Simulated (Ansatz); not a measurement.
# AlGaN2: the gap under pressure

AlGaN2, P-4m2, a = 3.139 Å, c = 4.422 Å. The structure is a Materials Project entry; whether it is the stable form wasn't checked. Ansatz: r2SCAN, PAW, 500 eV, Γ-centred 8×8×6 mesh on 4 atoms, Gaussian smearing 0.02 eV; no spin polarisation. Cell and atoms are relaxed at each pressure, and no other structure is tried, so the rows at high pressure may lie past a change of phase. The gap is sought over the whole zone. The pressures are the targets, met within 0.06 GPa.

| P (GPa) | gap y (eV) |
| --- | --- |
| -2.0 | ? |
| 0.0 | 3.369 |
| 2.0 | 3.444 |
| 5.0 | 3.552 |
| 10.0 | 3.719 |
| 20.0 | 3.895 |
| 40.0 | 3.929 |

Q: Fit y = E0 + αP + βP² to the other rows and predict the missing gap.

A: Least squares on the rows shown. y = 3.3712 + 0.039580 P − 0.00064196 P². So α = 39.6 meV/GPa at zero pressure. With a term in P³ added, the coefficient of P becomes 0.04385, 11 % more, which shows how far this figure hangs on the form. At P = -2.0 the fit asked for gives 3.289 eV. The run gave 3.292 eV, so the fit is 0.003 eV too low, within the rms miss on the fitted rows (0.008 eV). Note that among the fitted rows a band edge sits at another point of the zone at 20, 40 GPa than at zero pressure, so one curve spans more than one gap. The parabola turns at P = 30.8, between the two outer rows, which can neither show nor exclude a turn there.

Semilocal functionals give gaps under the measured ones; changes of the gap mostly carry over better.